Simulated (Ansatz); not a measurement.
# B on Ir(110): change of the work function, part 3 of 4

Wanted: Δφ(θ) for B/Ir(110), starting from the longbridge site.

Ansatz 0.2.0; plane-wave DFT, PBE, Ansatz PAW (the session's first sound run).

So far, work function, upper face (eV): step 2 (the clean slab) 4.93; step 3 (21 atoms, coverage 0.25 ML, cell 2x2) 5.18.

**4. The covered slab, k-mesh 4×6×1, coverage 0.5 ML**

System of this step: BIr10 (B/Ir(110)). The cell holds 22 atoms: 20 Ir and 2 B. Cell: a = 7.680 Å, b = 5.431 Å, c = 24.481 Å, α = 90.0°, β = 90.0°, γ = 90.0°. Vacuum lies along c.

Another coverage, to see how the dipoles act on each other as their distance changes.

input.yaml

```yaml
crystal:
  lattice:
    - [7.68, 0.0, 0.0]
    - [0.0, 5.4305800796, 0.0]
    - [0.0, 0.0, 24.4806389549]
  atoms:
    - { symbol: Ir, position: [0.0, 0.0, 0.3676374631] }
    - { symbol: Ir, position: [0.25, 0.25, 0.4230953709] }
    - { symbol: Ir, position: [0.0, 0.0, 0.476216272] }
    - { symbol: Ir, position: [0.25, 0.25, 0.5376636786] }
    - { symbol: Ir, position: [0.0, 0.0, 0.5844441435] }
    - { symbol: Ir, position: [0.0, 0.5, 0.3676374631] }
    - { symbol: Ir, position: [0.25, 0.75, 0.4230953709] }
    - { symbol: Ir, position: [0.0, 0.5, 0.476216272] }
    - { symbol: Ir, position: [0.25, 0.75, 0.5376636786] }
    - { symbol: Ir, position: [0.0, 0.5, 0.5844441435] }
    - { symbol: Ir, position: [0.5, 0.0, 0.3676374631] }
    - { symbol: Ir, position: [0.75, 0.25, 0.4230953709] }
    - { symbol: Ir, position: [0.5, 0.0, 0.476216272] }
    - { symbol: Ir, position: [0.75, 0.25, 0.5376636786] }
    - { symbol: Ir, position: [0.5, 0.0, 0.5844441435] }
    - { symbol: Ir, position: [0.5, 0.5, 0.3676374631] }
    - { symbol: Ir, position: [0.75, 0.75, 0.4230953709] }
    - { symbol: Ir, position: [0.5, 0.5, 0.476216272] }
    - { symbol: Ir, position: [0.75, 0.75, 0.5376636786] }
    - { symbol: Ir, position: [0.5, 0.5, 0.5844441435] }
    - { symbol: B, position: [0.25, 0.0, 0.6323625369] }
    - { symbol: B, position: [0.75, 0.5, 0.6323625369] }
kpoints:
  mp_grid: { grid: [4, 6, 1] }
hamiltonian:
  xc: pbe
scf:
  occupations: { method: fermi_dirac, width: 0.1 }
  convergence: { dr2_threshold: 1.0e-08 }
efield:
  axis: 3
  dipole_correction: true
  ramp_position: 0.97
  ramp_width: 0.06
relax:
  f_tol: 0.02
  max_steps: 60
  constraints: [{ sites: [0, 1, 5, 6, 10, 11, 15, 16] }]
output:
  bader: true
  dos: { projected: true, e_range: [-8, 4] }
  write_potential: true
  write_density: true
  volumetric_format: npy
```

Run with:

```sh
> ansatz run input.yaml --threads 4 --pin off --max-ram 12288MiB --backend cpu --events-out ev --progress --plain --runs-dir out
```

Numbers of over 12 decimals in the logs are rounded to 6 here.

What it wrote:

```text
[...]
Crystal: 22 atoms, lattice volume = 1021.010 Å³
Basis set: ecut = 420 eV, 19947 PW (Γ), exchange–correlation on 108×80×360 points (8 copies of the dense FFT grid, shifted against one another)
Bands: 208, of which v1, the nominal top of the filled ones, is band 173 counted from 1 (172 counted from 0)
Symmetry: 8 space group operations
[...]
k-points: 12 of 24
[...]
SCF iter   1: F=—  HF=-239001.942714 eV  |F-HF|=—  |Δ(HF+E_count)|=         —  Δρ=5.56e-3  dr2=8.57e-1  ethr=1.77e-3  p=-0.108 e·Å  D=-1.91e-2 V/Å  ΔV_dip=0.47 eV  dr2_dipole=2.07e-1  V_vac-E_F(+/−)=5.19/4.72 eV  ⟨swp⟩=8.9  Hψ=11135  notcnv=0  defer=38
[...]
SCF iter  10: F=-239001.954380 eV  HF=-239001.954380 eV  |F-HF|=2.49e-8  |Δ(HF+E_count)|=   9.72e-8  Δρ=4.79e-7  dr2=3.98e-9  ethr=2.89e-12  p=-0.099 e·Å  D=-1.75e-2 V/Å  ΔV_dip=0.43 eV  dr2_dipole=5.64e-11  V_vac-E_F(+/−)=5.36/4.94 eV  ⟨swp⟩=17.9  Hψ=18640  notcnv=0
SCF 1 converged in 10 iterations: F = -239001.954380 eV  dr2 = 3.98e-9
[...]
relax step   1: F+E_penalty+E_count = -239001.95437953 eV  Δ(F+E_penalty+E_count) = +0.000e0 eV  max|allowed force component| = 3.163e0 eV/Å  Δτ_max = 0.0000 Å  (10 SCF iters, accepted)
[...]
SCF iter  10: F=-239003.573488 eV  HF=-239003.573488 eV  |F-HF|=2.69e-8  |Δ(HF+E_count)|=   2.35e-7  Δρ=4.15e-7  dr2=5.18e-9  ethr=1.00e-12  p=-0.091 e·Å  D=-1.61e-2 V/Å  ΔV_dip=0.39 eV  dr2_dipole=2.11e-10  V_vac-E_F(+/−)=5.36/4.97 eV  ⟨swp⟩=16.8  Hψ=18268  notcnv=0
SCF 2 converged in 10 iterations: F = -239003.573488 eV  dr2 = 5.18e-9
[...]
relax step   2: F+E_penalty+E_count = -239003.57348808 eV  Δ(F+E_penalty+E_count) = -1.619e0 eV  max|allowed force component| = 2.033e0 eV/Å  Δτ_max = 0.1949 Å  (10 SCF iters, accepted)
[...]
SCF iter  10: F=-239004.151730 eV  HF=-239004.151730 eV  |F-HF|=2.55e-8  |Δ(HF+E_count)|=   1.37e-7  Δρ=3.49e-7  dr2=2.51e-9  ethr=2.61e-12  p=-0.089 e·Å  D=-1.59e-2 V/Å  ΔV_dip=0.39 eV  dr2_dipole=1.23e-10  V_vac-E_F(+/−)=5.37/4.99 eV  ⟨swp⟩=16.2  Hψ=18250  notcnv=0
SCF 3 converged in 10 iterations: F = -239004.151730 eV  dr2 = 2.51e-9
relax step   3: F+E_penalty+E_count = -239004.15172965 eV  Δ(F+E_penalty+E_count) = -5.782e-1 eV  max|allowed force component| = 6.127e-1 eV/Å  Δτ_max = 0.1947 Å  (10 SCF iters, accepted)
[...]
relax step   4: F+E_penalty+E_count = -239004.26565432 eV  Δ(F+E_penalty+E_count) = -1.139e-1 eV  max|allowed force component| = 3.087e-1 eV/Å  Δτ_max = 0.1832 Å  (10 SCF iters, accepted)
[...]
relax step   5: F+E_penalty+E_count = -239004.28573993 eV  Δ(F+E_penalty+E_count) = -2.009e-2 eV  max|allowed force component| = 7.090e-2 eV/Å  Δτ_max = 0.0402 Å  (9 SCF iters, accepted)
SCF iter   1: F=—  HF=-239004.289070 eV  |F-HF|=—  |Δ(HF+E_count)|=         —  Δρ=8.36e-4  dr2=1.89e-2  ethr=1.48e-4  p=-0.085 e·Å  D=-1.50e-2 V/Å  ΔV_dip=0.37 eV  dr2_dipole=5.58e-3  V_vac-E_F(+/−)=5.35/4.98 eV  ⟨swp⟩=2.0  Hψ=4425  notcnv=0  defer=82
[...]
SCF iter   8: F=-239004.288797 eV  HF=-239004.288797 eV  |F-HF|=4.31e-8  |Δ(HF+E_count)|=   4.90e-8  Δρ=4.49e-7  dr2=2.18e-9  ethr=2.89e-12  p=-0.087 e·Å  D=-1.55e-2 V/Å  ΔV_dip=0.38 eV  dr2_dipole=1.02e-11  V_vac-E_F(+/−)=5.35/4.97 eV  ⟨swp⟩=14.3  Hψ=18724  notcnv=0
SCF 6 converged in 8 iterations: F = -239004.288797 eV  dr2 = 2.18e-9
relax step   6: F+E_penalty+E_count = -239004.28879744 eV  Δ(F+E_penalty+E_count) = -3.058e-3 eV  max|allowed force component| = 1.715e-2 eV/Å  Δτ_max = 0.0147 Å  (8 SCF iters, accepted)
[...]
SCF converged after 8 iterations
Free energy (F): -239004.288797 eV
[...]
Internal energy: -239003.395728 eV  (E = F + TS)
E sigma→0 (E₀):  -239003.842263 eV
Entropy (-TS):   -0.893070 eV (-40.594 meV/atom)
Fermi energy:    3.599147 eV
Dipole field:    D = -0.015471 V/Å  (p = -0.087295 e·Å, saw-weighted, corrected)
Work function:   Φ+ = 5.3537 eV   Φ− = 4.9750 eV
[...]
--- Forces (eV/Å), atoms counted from 1 ---
  atom   1  Ir     0.05993642     0.00000000     1.18581621
  atom   2  Ir     0.00000000    -0.26021892    -1.18692632
  atom   3  Ir     0.01024462     0.00000000     0.01079953
  atom   4  Ir    -0.00000000    -0.00289157    -0.01715233
  atom   5  Ir     0.00681402    -0.00000000     0.00481914
  atom   6  Ir    -0.05993642     0.00000000     1.18581621
  atom   7  Ir     0.00000000     0.26021892    -1.18692632
  atom   8  Ir    -0.01024462    -0.00000000     0.01079953
  atom   9  Ir    -0.00000000     0.00289157    -0.01715233
  atom  10  Ir    -0.00681402     0.00000000     0.00481914
  atom  11  Ir    -0.05993642     0.00000000     1.18581621
  atom  12  Ir     0.00000000     0.26021892    -1.18692632
  atom  13  Ir    -0.01024462    -0.00000000     0.01079953
  atom  14  Ir    -0.00000000     0.00289157    -0.01715233
  atom  15  Ir    -0.00681402     0.00000000     0.00481914
  atom  16  Ir     0.05993642     0.00000000     1.18581621
  atom  17  Ir     0.00000000    -0.26021892    -1.18692632
  atom  18  Ir     0.01024462     0.00000000     0.01079953
  atom  19  Ir    -0.00000000    -0.00289157    -0.01715233
  atom  20  Ir     0.00681402    -0.00000000     0.00481914
  atom  21  B     -0.00000000     0.00000000     0.00528759
  atom  22  B     -0.00000000     0.00000000     0.00528759
  max |Σ_I F_I| component: 7.80e-8 eV/Å
--- Band table (eV; the first three rows and the last of 12) ---
  k-point 0: bands = [... 169 lower, 3.6996, 3.7314, 3.9037, 4.0610, 4.0860, 4.0993, 4.2121, 4.2144, ... 31 higher]
  k-point 1: bands = [... 169 lower, 3.5602, 3.5661, 3.6628, 3.6699, 3.6880, 3.6951, 3.8401, 3.8828, ... 31 higher]
  k-point 2: bands = [... 169 lower, 3.0993, 3.2585, 3.3115, 3.3154, 3.4606, 3.5363, 3.5432, 3.6734, ... 31 higher]
  k-point 11: bands = [... 169 lower, 2.9755, 3.0922, 3.0922, 3.4044, 3.4044, 3.4365, 3.4365, 3.9843, ... 31 higher]
--- Relaxed structure (6 steps of the walk, 6 accepted, 0 SCFs on fresh bases) ---
  F+E_penalty+E_count = -239004.28879744 eV   max|allowed force component| = 1.715e-2 eV/Å
  atoms:
    - { symbol: Ir, position: [0.0, 0.0, 0.367637] }
    - { symbol: Ir, position: [0.25, 0.25, 0.4230953709] }
    - { symbol: Ir, position: [-0.00456152, 0, 0.476623] }
    - { symbol: Ir, position: [0.25, 0.251200, 0.536058] }
    - { symbol: Ir, position: [0.000156427, 0, 0.587544] }
    - { symbol: Ir, position: [0.0, 0.5, 0.367637] }
    - { symbol: Ir, position: [0.25, 0.750000, 0.4230953709] }
    - { symbol: Ir, position: [0.00456152, 0.5, 0.476623] }
    - { symbol: Ir, position: [0.25, 0.748800, 0.536058] }
    - { symbol: Ir, position: [-0.000156427, 0.5, 0.587544] }
    - { symbol: Ir, position: [0.5, 0.0, 0.367637] }
    - { symbol: Ir, position: [0.75, 0.25, 0.4230953709] }
    - { symbol: Ir, position: [0.504562, 0, 0.476623] }
    - { symbol: Ir, position: [0.75, 0.248800, 0.536058] }
    - { symbol: Ir, position: [0.499844, 0, 0.587544] }
    - { symbol: Ir, position: [0.5, 0.5, 0.367637] }
    - { symbol: Ir, position: [0.75, 0.750000, 0.4230953709] }
    - { symbol: Ir, position: [0.495438, 0.5, 0.476623] }
    - { symbol: Ir, position: [0.75, 0.751200, 0.536058] }
    - { symbol: Ir, position: [0.500156, 0.5, 0.587544] }
    - { symbol: B, position: [0.25, 0, 0.609687] }
    - { symbol: B, position: [0.75, 0.5, 0.609687] }
--- Bader charges: 22 sites ---
  site symbol  charge [e]  shift [e]
     0     Ir     -0.0650     0.0001
     1     Ir      0.0428     0.0001
     2     Ir      0.0280     0.0000
     3     Ir     -0.0233     0.0008
     4     Ir     -0.1549     0.0036
     5     Ir     -0.0650     0.0001
     6     Ir      0.0428     0.0001
     7     Ir      0.0280     0.0000
     8     Ir     -0.0233     0.0008
     9     Ir     -0.1549     0.0036
    10     Ir     -0.0650     0.0001
    11     Ir      0.0428     0.0001
    12     Ir      0.0280     0.0000
    13     Ir     -0.0233     0.0008
    14     Ir     -0.1549     0.0036
    15     Ir     -0.0650     0.0001
    16     Ir      0.0428     0.0001
    17     Ir      0.0280     0.0000
    18     Ir     -0.0233     0.0008
    19     Ir     -0.1549     0.0036
    20      B      0.3450     0.0088
    21      B      0.3450     0.0088
  estimated error of the sums over rays = 4.2e-4 e
```

Elapsed: 11 min, on 4 threads of Arm Neoverse V1, shared host; peak memory 5.3 GiB.

Relaxation path:

| step | energy less that of the first step (eV) | largest force component (eV/Å) |
| --- | --- | --- |
| 1 | 0.0000 | 3.1629 |
| 2 | -1.6191 | 2.0330 |
| 3 | -2.1974 | 0.6128 |
| 4 | -2.3113 | 0.3087 |
| 5 | -2.3314 | 0.0709 |
| 6 | -2.3344 | 0.0172 |

The run keeps the 8 symmetry operations that it works with, so distortions that break them were not tested.

The atoms that moved most (Å):

| atom | dx | dy | dz | length |
| --- | --- | --- | --- | --- |
| B22 | 0.000 | 0.000 | -0.555 | 0.555 |
| B21 | 0.000 | 0.000 | -0.555 | 0.555 |
| Ir20 | 0.001 | 0.000 | 0.076 | 0.076 |
| Ir5 | 0.001 | 0.000 | 0.076 | 0.076 |
| Ir10 | -0.001 | 0.000 | 0.076 | 0.076 |
| Ir15 | -0.001 | 0.000 | 0.076 | 0.076 |
| Ir19 | 0.000 | 0.007 | -0.039 | 0.040 |
| Ir4 | 0.000 | 0.007 | -0.039 | 0.040 |

Final coordinates:

```
Ir B
1.0
     7.68000    0.00000    0.00000
     0.00000    5.43058    0.00000
     0.00000    0.00000   24.48064
Ir B
20 2
Direct
  0.00000 0.00000 0.36764
  0.25000 0.25000 0.42310
  0.99544 0.00000 0.47662
  0.25000 0.25120 0.53606
  0.00016 0.00000 0.58754
  0.00000 0.50000 0.36764
  0.25000 0.75000 0.42310
  0.00456 0.50000 0.47662
  0.25000 0.74880 0.53606
  0.99984 0.50000 0.58754
  0.50000 0.00000 0.36764
  0.75000 0.25000 0.42310
  0.50456 0.00000 0.47662
  0.75000 0.24880 0.53606
  0.49984 0.00000 0.58754
  0.50000 0.50000 0.36764
  0.75000 0.75000 0.42310
  0.49544 0.50000 0.47662
  0.75000 0.75120 0.53606
  0.50016 0.50000 0.58754
  0.25000 0.00000 0.60969
  0.75000 0.50000 0.60969
```

This step gave:

- energy at zero smearing: -239003.8423 eV
- work function, upper face: 5.354 eV
- work function, lower face: 4.975 eV
- dipole along the normal: -0.08730 e·Å
- step between the vacuum levels: 0.3787 eV

The density of states has structure finer than the step of the table below, so its rows give means over 0.25 eV, whole bins alone (the curve runs from -8 to 1.98 eV). Peaks (eV: height): -3.910: 45.8, -3.730: 38.0, -3.370: 42.7, -3.070: 45.3, -2.980: 44.3, -2.890: 48.0, -1.620: 42.9.

Density of states against energy, zero at the Fermi level; means over each step:

energy (eV), density of states (states/eV a cell) and a bar:
```
    -7.75        2.2 
    -7.50        8.4 ######
    -7.25       13.3 ##########
    -7.00       16.3 #############
    -6.75       18.4 ###############
    -6.50       21.0 ##################
    -6.25       21.1 ##################
    -6.00       23.8 ####################
    -5.75       19.5 ################
    -5.50       21.3 ##################
    -5.25       15.6 #############
    -5.00       22.5 ###################
    -4.75       25.9 ######################
    -4.50       21.7 ##################
    -4.25       24.9 #####################
    -4.00       28.7 #########################
    -3.75       26.3 #######################
    -3.50       34.0 ##############################
    -3.25       29.8 ##########################
    -3.00       34.2 ##############################
    -2.75       23.6 ####################
    -2.50       23.3 ####################
    -2.25       19.9 #################
    -2.00       26.1 ######################
    -1.75       29.3 #########################
    -1.50       26.9 #######################
    -1.25       26.9 #######################
    -1.00       24.1 #####################
    -0.75       24.4 #####################
    -0.50       24.0 ####################
    -0.25       23.3 ####################
     0.00       25.8 ######################
     0.25       32.0 ############################
     0.50       24.5 #####################
     0.75       26.0 ######################
     1.00       21.4 ##################
     1.25       13.4 ##########
     1.50       10.7 ########
     1.75       11.5 #########
```

Projected DOS per atom over height of the atomic layer and energy from the Fermi level. Layers: Ir4 Ir4 Ir4 Ir4 Ir4 B2 from below.

Values in states/eV, 22 rows by 6 columns, each cell a mean:
```
0.34 0.40 0.32 0.37 0.35 0.68
0.47 0.63 0.56 0.64 0.46 0.44
1.24 1.33 1.37 1.12 0.80 0.20
1.81 1.23 1.39 1.02 1.37 0.27
1.70 1.33 0.91 1.02 1.19 0.24
1.71 0.97 0.77 1.06 1.12 0.27
1.56 0.96 1.01 1.02 1.17 0.30
1.80 1.05 1.08 1.00 1.45 0.38
1.87 0.94 1.06 1.04 1.61 0.56
1.48 0.71 0.80 0.75 1.16 0.44
1.49 1.22 1.10 1.34 1.34 0.42
1.88 1.50 1.60 1.46 1.36 0.45
1.39 1.41 1.26 1.34 1.29 0.49
1.10 1.30 1.15 1.17 1.41 0.41
1.15 1.44 0.97 0.97 1.16 0.34
0.70 1.12 0.92 0.95 1.28 0.39
0.59 1.20 1.03 1.10 0.81 0.30
0.60 1.28 1.28 1.31 0.85 0.32
0.44 1.10 1.61 1.18 0.63 0.28
0.32 0.89 1.27 1.04 0.60 0.29
0.21 0.69 0.86 0.82 0.41 0.19
0.04 0.15 0.26 0.13 0.06 0.04
```
Columns: height of the atomic layer (Å) from 9 to 14.9 (not evenly spaced); rows upwards: energy from the Fermi level (eV) from -7.96 to 1.95.

The relaxation took 6 steps and lowered the energy by 2.3 eV; the largest force on the free atoms ends at 0.017 eV/Å.

The covered face has 5.35 eV, +0.43 eV against the clean one; the bare back face has moved by +0.12 eV, a measure of how thin the slab is.

**5. The covered slab, k-mesh 8×11×1, coverage 1 ML**

System of this step: BIr5 (B/Ir(110)). The cell holds 6 atoms: 5 Ir and 1 B. Its edges and angles: a = 3.840 Å, b = 2.715 Å, c = 24.481 Å, α = 90.0°, β = 90.0°, γ = 90.0°. Vacuum lies along c.

Another coverage, to see how the dipoles act on each other as their distance changes.

input.yaml, the sections that differ from step 4:

```yaml
crystal:
  lattice:
    - [3.84, 0.0, 0.0]
    - [0.0, 2.7152900398, 0.0]
    - [0.0, 0.0, 24.4806389549]
  atoms:
    - { symbol: Ir, position: [0.0, 0.0, 0.3676374631] }
    - { symbol: Ir, position: [0.5, 0.5, 0.4230953709] }
    - { symbol: Ir, position: [0.0, 0.0, 0.476216272] }
    - { symbol: Ir, position: [0.5, 0.5, 0.5376636786] }
    - { symbol: Ir, position: [0.0, 0.0, 0.5844441435] }
    - { symbol: B, position: [0.5, 0.0, 0.6323625369] }
kpoints:
  mp_grid: { grid: [8, 11, 1] }
relax:
  f_tol: 0.02
  max_steps: 60
  constraints: [{ sites: [0, 1] }]
output:
  bader: true
  write_potential: true
  write_density: true
  volumetric_format: npy
# hamiltonian, scf, efield: as in step 4
```

What it wrote:

```text
[...]
Crystal: 6 atoms, lattice volume = 255.253 Å³
Basis set: ecut = 420 eV, 5029 PW (Γ), exchange–correlation on 54×40×360 points (8 copies of the dense FFT grid, shifted against one another)
Bands: 53, of which v1, the nominal top of the filled ones, is band 44 counted from 1 (43 counted from 0)
Symmetry: 4 space group operations
[...]
- { symbol: Ir, position: [0.0, 0.0, 0.589445] }
    - { symbol: B, position: [0.5, 0.0, 0.613497] }
--- Bader charges: 6 sites ---
  site symbol  charge [e]  shift [e]
     0     Ir     -0.0636     0.0001
     1     Ir      0.0429     0.0001
     2     Ir      0.0192     0.0000
     3     Ir     -0.0464     0.0008
     4     Ir     -0.2404     0.0064
     5      B      0.2884     0.0073
  estimated error of the sums over rays = 7.9e-4 e
[key lines of the parts left out:]
SCF converged after 6 iterations
Free energy (F): -59829.038249 eV
Fermi energy:    3.648598 eV
Dipole field:    D = -0.034830 V/Å  (p = -0.049132 e·Å, saw-weighted, corrected)
Work function:   Φ+ = 5.8143 eV   Φ− = 4.9616 eV
```

It took 72 s on 4 threads; peak memory 0.74 GiB.

The steps of the relaxation:

| step | energy less that of the first step (eV) | largest force component (eV/Å) |
| --- | --- | --- |
| 1 | 0.0000 | 3.5512 |
| 2 | -0.8513 | 1.4868 |
| 3 | -1.0204 | 0.2336 |
| 4 | -1.0286 | 0.1915 |
| 5 | -1.0337 | 0.0313 |
| 6 | -1.0338 | 0.0037 |

The run keeps the 4 symmetry operations that it works with, so distortions that break them were not tested.

The atoms that moved most (Å):

| atom | dx | dy | dz | length |
| --- | --- | --- | --- | --- |
| B6 | 0.000 | 0.000 | -0.462 | 0.462 |
| Ir5 | 0.000 | 0.000 | 0.122 | 0.122 |
| Ir4 | 0.000 | 0.000 | -0.025 | 0.025 |
| Ir3 | 0.000 | 0.000 | 0.007 | 0.007 |

The relaxed structure:

```xyz
6
Lattice="3.8400 0.0000 0.0000 0.0000 2.7153 0.0000 0.0000 0.0000 24.4806" Properties=species:S:1:pos:R:3
Ir    0.0000    0.0000    9.0000
Ir    1.9200    1.3576   10.3576
Ir    0.0000    0.0000   11.6651
Ir    1.9200    1.3576   13.1373
Ir    0.0000    0.0000   14.4300
B     1.9200    0.0000   15.0188
```

The relaxation took 6 steps and lowered the energy by 1.0 eV; the largest force on the free atoms ends at 0.0037 eV/Å.

The covered face has 5.81 eV, +0.89 eV against the clean one; the bare back face has moved by +0.11 eV, a measure of how thin the slab is.

**6. Work function against coverage**

This step: plane-wave DFT, PBE, Ansatz PAW; work function against coverage (Ansatz 0.2.0).

The runs are now put side by side.

This step gave:

```yaml
work_function_of_the_clean_face: 4.928 eV
largest_change_of_the_work_function: 0.8861 eV
```

Table of work function of the covered face by coverage:

| coverage (adsorbates/nm²) | work function of the covered face (eV) |
| --- | --- |
| 0.00 | 4.93 |
| 2.40 | 5.18 |
| 4.80 | 5.35 |
| 9.59 | 5.81 |

The dipole per adsorbate comes from the change of the cell's dipole. Coverage, by row:

| coverage (1/nm²) | coverage (ML) | work function (eV) | change (eV) | dipole per adsorbate, positive end outwards (debye) | mean height of the added atoms over the highest substrate atom (Å) |
| --- | --- | --- | --- | --- | --- |
| 2.398 | 0.25 | 5.185 | 0.2567 | -0.208 | 0.522 |
| 4.795 | 0.5 | 5.354 | 0.4255 | -0.17 | 0.5421 |
| 9.591 | 1 | 5.814 | 0.8861 | -0.216 | 0.5888 |

(Continued in part 4 of 4.)

[Logs are printed without paths, hosts, clocks, repeated set-up lines and the standing remarks that a program may print on its own settings, such as how far it seeks lower states.]

[Hosts, paths, dates, database ids (printed as entryN), source tags and the programs' standing remarks are cut or masked in the printed files.]

[Maps of the electrostatic potential energy from Ansatz leave out the sawtooth potential of an applied field or a dipole correction, so their vacuum need not be flat; planar profiles and work functions include it.]

[The density of states shown here was stored with 400 of the rows of the run's finer table, so its peaks can read low, often by over a quarter, or be missed, and its means over a window can be off by a tenth or more.]
